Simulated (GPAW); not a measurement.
Crystal: ZnS.

```
Zn S
1.0
     0.00000    2.70200    2.70200
     2.70200    0.00000    2.70200
     2.70200    2.70200    0.00000
Zn S
1 1
Direct
  0.75000 0.75000 0.75000
  0.00000 0.00000 0.00000
```

Base run:

| Property | Result |
| --- | --- |
| Program | GPAW 26.7.0 |
| Functional | PBE |
| Potentials or basis | GPAW PAW data sets (gpaw-data 1.2.1) |
| Cutoff | 450 eV |
| Basis | pw |
| k mesh | 7 × 7 × 7 |
| Occupations | fermi-dirac, width 0.05 eV |
| Spin | no spin polarisation |

Its results: band gap on the k mesh 2.11 eV, direct.

The run is repeated on the same cell with these changes: functional from PBE to HSE06; k mesh from 7 × 7 × 7 to 6 × 6 × 6. What comes out?

Band gap on the k mesh 3.23 eV, direct.

Several settings changed at once, so the effect can't be laid on one alone.

